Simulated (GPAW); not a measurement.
Crystal: HfN.

```
CELL_PARAMETERS angstrom
3.13391 0.00000 0.00000
-1.56695 2.71404 0.00000
0.00000 0.00000 5.41677
ATOMIC_POSITIONS crystal
Hf 0.33333 0.66667 0.25000
Hf 0.66667 0.33333 0.75000
N 0.00000 0.00000 0.50000
N 0.00000 0.00000 0.00000
```

The cell comes from a database or a generator and needn't be the stable form of this composition.

```yaml
Program: GPAW 26.7.0
Task: relaxation of cell and atoms
Functional: PBEsol
Dispersion: D3(BJ)
Potentials_or_basis: PAW data sets generated in the run's folder for this functional
Cutoff: 800 eV
Basis: pw
k_mesh: 7 × 7 × 4
Occupations: fermi-dirac, width 0.05 eV
Spin: no spin polarisation
```

At the start: pressure -7.4 GPa; volume 11.52 Å³/atom.

**Question.** Where does the relaxation end?

**Answer.** Over 4 steps the energy falls by 6.0 meV/atom and the volume is 11.22 Å³/atom (-2.6 %); space group P6_3/mmc (No. 194, to 0.05 Å).

The path:
```tsv
step	energy change (eV)	largest force (eV/Å)	pressure (GPa)	volume (Å³)
1	0.0000	0.0000	-7.42	46.07
2	-0.0101	0.0000	-5.87	45.81
3	-0.0240	0.0000	0.19	44.85
4	-0.0241	0.0000	0.01	44.88
```

Final structure:
```
CELL_PARAMETERS angstrom
3.10814 0.00000 0.00000
-1.55407 2.69173 0.00000
0.00000 0.00000 5.36436
ATOMIC_POSITIONS crystal
Hf 0.33333 0.66667 0.25000
Hf 0.66667 0.33333 0.75000
N 0.00000 0.00000 0.50000
N 0.00000 0.00000 0.00000
```

Caveat: later steps reuse the first step's grids; pairwise dispersion overbinds metals, which lowers pressure and volume.
